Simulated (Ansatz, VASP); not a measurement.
One calculation of AlNi, two programs

INCAR

```
PREC = Accurate
ENCUT = 500
EDIFF = 1E-6
ISMEAR = 0
SIGMA = 0.1
LREAL = F
LASPH = T
NELM = 120
ALGO = Normal
ISIF = 2
LWAVE = F
LCHARG = T
ISPIN = 2
MAGMOM = 1 0
LORBIT = 11
LMAXMIX = 4
GGA = RP
LELF = T
LVHAR = T
```

Contents of KPOINTS:

```
regular mesh
0
Gamma
  11 11 7
```

The input POSCAR:

```
AlNi
2.6904
    0.855144588165     -0.518391317276      0.000000000000
    0.855144588165      0.518391317276      0.000000000000
   -0.504181906036      0.000000000000      1.442476211716
Ni Al
1 1
Direct
    0.5000000000      0.5000000000      0.5000000000
    0.0000000000      0.0000000000      0.0000000000
```

The input input.yaml:

```yaml
crystal:
  lattice:
    - [2.300681, -1.39468, 0.0]
    - [2.300681, 1.39468, 0.0]
    - [-1.356451, 0.0, 3.880838]
  atoms:
    - { symbol: Ni, position: [0.5, 0.5, 0.5], spin: 1.0 }
    - { symbol: Al, position: [0.0, 0.0, 0.0] }
hamiltonian:
  xc: rpbe
  pseudopotentials: { kind: paw }
magnetization:
  spin_polarized: true
kpoints:
  mp_grid: { grid: [11, 11, 7] }
scf:
  occupations: { method: gaussian, width: 0.1 }
output:
  forces: true
  stress: true
  eigenvalues: true
  write_density: true
  write_potential: true
  elf: true
  volumetric_format: npy
```

The cell comes from a database or a generator and needn't be the stable form of this composition.

Alike in both runs: task single point; functional RPBE; k mesh 11 × 11 × 7; occupations gaussian, width 0.1 eV; collinear spin, ferromagnetic start.

```csv
,VASP,Ansatz
version,VASP 6.6.1,Ansatz 0.2.0
potentials or method,"VASP PAW PBE potentials, release 64 (Ni, Al)",Ansatz PAW
plane-wave cutoff (eV),500,420
valence electrons in the cell,13,21
```

Ansatz gave:

| Quantity | Value |
| --- | --- |
| gap on the k mesh at the Fermi level (eV) | none |
| pressure (GPa) | 5.6 |
| largest component of the traceless stress (GPa) | 1.50 |
| net moment per atom (μB) | 0.00 |

Task: What did VASP give for the same quantities?

Result: gap on the k mesh at the Fermi level (eV): none; pressure (GPa): 5.6; largest component of the traceless stress (GPa): 1.40; net moment per atom (μB): 0.00.

A gap of «none» marks a metal or a gap that the smearing closes. The functional is the same, so the differences come from potentials, cutoffs and numerics. The two sets of potentials don't hold the same shells in valence.

Caveats: the PAW data sets were made with another functional, which shifts forces and pressure a little (VASP); the PAW data sets come from PBE, with cores solved anew for the run's functional, which leaves a small shift of forces and pressure (Ansatz); the starting moments weren't kept (Ansatz).
